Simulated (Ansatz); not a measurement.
Ansatz results at the PBE0-D4/def2-TZVP geometry: LUMO energy (PBE0/def2-TZVPP) -1.48 eV; HOMO–LUMO gap (B3LYP/def2-TZVPP) 5.68 eV; ideal-gas entropy at 298 K and 1 bar (rigid rotor, harmonic PBE0-D4/def2-TZVP) 304 J/(mol·K).

Each molecule was computed in one conformer, which needn't be the lowest.

**Question.** Which molecule gave them?
A. `N=[C](O)[AlH2]`
B. `B/C=C(/O)F`
C. `OC1(F)BC1`
D. `C1CCNC1`

**Answer.** B. The others give `OC1(F)BC1`: -2.01, 5.02, 303; `N=[C](O)[AlH2]`: -2.11, 4.91, 311; `C1CCNC1`: 0.97, 6.97, 310.

B3LYP here is the variant with VWN-RPA as its local correlation; programs differ in this.
